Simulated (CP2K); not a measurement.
Ba:

```
Ba
1.0
     4.57168    0.00000    0.00000
     2.28584    3.95919    0.00000
     2.28584    1.31973    3.73276
Ba
1
Direct
  0.00000 0.00000 0.00000
```

This isn't the form of Ba at room conditions, which is bcc.

Base run:

| Item | Value |
| --- | --- |
| Program | CP2K 2026.2 |
| Functional | PBE |
| Potentials or basis | POTENTIAL_UZH Ba GTH-PBE-q10; TZVP-MOLOPT-PBE-GTH basis |
| Density cutoff | 6123 eV |
| k mesh | 7 × 7 × 7 |
| Occupations | fermi-dirac, width 0.05 eV |
| Spin | no spin polarisation |

Its results: band gap on the k mesh none (metal or under the smearing width); pressure -0.3 GPa.

Question: The run is repeated on the same cell with these changes: potentials or basis from POTENTIAL_UZH Ba GTH-PBE-q10; TZVP-MOLOPT-PBE-GTH basis to POTENTIAL_UZH Ba GTH-PBE-q10; DZVP-MOLOPT-PBE-GTH basis; basis sets from Ba TZVP-MOLOPT-PBE-GTH-q10 to Ba DZVP-MOLOPT-PBE-GTH-q10. What comes out?

Answer: Band gap on the k mesh 0.10 eV, indirect (least direct gap 0.33 eV); pressure -0.1 GPa.

Caveats: the basis of atomic orbitals isn't converged, which shifts pressures, moduli and gaps; spin-orbit coupling is left out, which moves the levels of the heavy elements (some runs); an odd mesh through Γ misses points on the zone boundary, where band edges often lie (some runs).
